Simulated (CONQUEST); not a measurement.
PbS:

```
Pb S
1.0
     4.15991    0.00000    0.00000
     0.00000    4.27932    0.00000
     0.00000    0.00000   11.98259
Pb S
4 4
Direct
  0.00763 0.24860 0.12731
  0.50763 0.24860 0.62731
  0.49267 0.75282 0.36904
  0.99267 0.75282 0.86904
  0.01466 0.24715 0.34982
  0.51466 0.24715 0.84983
  0.49313 0.75218 0.14507
  0.99313 0.75218 0.64507
```

The cell comes from a database or a generator and needn't be the stable form of this composition.

The cell isn't the ideal one: atoms moved at random, drawn with an rms of 0.05 Å.

Base run:

- Program: CONQUEST 1.3
- Functional: PBE
- Potentials or basis: PseudoDojo NC PBE, SZP, grid cutoff 120 Ha
- k mesh: 7 × 6 × 3
- Occupations: fermi-dirac, width 0.05 eV
- Spin: no spin polarisation

Its results: band gap on the k mesh 1.06 eV; pressure 2.8 GPa; largest force 0.645 eV/Å.

The run is repeated on the same cell with these changes: potentials or basis from PseudoDojo NC PBE, SZP, grid cutoff 120 Ha to PseudoDojo NC PBE, DZP, multi-site functions of range 12 bohr, grid cutoff 120 Ha. What comes out?

Band gap on the k mesh 1.12 eV; pressure 2.2 GPa; largest force 0.441 eV/Å.

Caveats: spin-orbit coupling is left out, which as a rule narrows the gap of such compounds by several tenths of an eV; an odd mesh through Γ misses points on the zone boundary, where band edges often lie; the basis of atomic orbitals isn't converged, which shifts pressures, moduli and gaps; the atomic basis is small (some runs); multi-site functions contract the basis, which raises the energy a little and makes forces and stress less exact (some runs).
